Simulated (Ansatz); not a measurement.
**rocksalt-structured BaS**

Computed with Ansatz (plane waves, PAW, 420 eV cutoff): PBE, scalar-relativistic, no spin polarisation, Γ-centred 7×7×7 mesh, 0.05 eV Gaussian smearing; PAW files: Ansatz's generated set soft_2.

```cif
data_structure
_symmetry_space_group_name_H-M 'P 1'
_symmetry_Int_Tables_number 1
_cell_length_a 9.0911
_cell_length_b 4.5456
_cell_length_c 4.5456
_cell_angle_alpha 60.000
_cell_angle_beta 60.000
_cell_angle_gamma 60.000
_cell_volume 132.83
loop_
_atom_site_label
_atom_site_type_symbol
_atom_site_fract_x
_atom_site_fract_y
_atom_site_fract_z
_atom_site_occupancy
Ba1 Ba 0.25000 0.50000 0.50000 1
S1 S 0.00000 0.00000 0.00000 1
Ba2 Ba 0.75000 0.50000 0.50000 1
S2 S 0.50000 0.00000 0.00000 1
```

The start was a prototype's sites filled with these elements; the Crystallography Open Database holds the compound in this structure.

The cell above (space group Fm-3m at a tolerance of 0.05 Å) comes from a relaxation within its symmetry on a finer mesh. All atoms were then moved at random (spread 0.05 Å) and the cell was relaxed without symmetry.

Q: What does it relax into?

A: It returns: the energy ends within 0.1 meV/atom of the undisturbed cell and space group Fm-3m is found again (tolerance 0.05 Å). The test covers only distortions that fit this cell.

(step (a selection, trial steps included), E − E(end) (meV/atom)): (1, 7.9), (2, 4.5), (3, 0.0), (4, 0.0)

For elements this heavy, spin–orbit coupling would shift levels and gaps; it isn't included here.
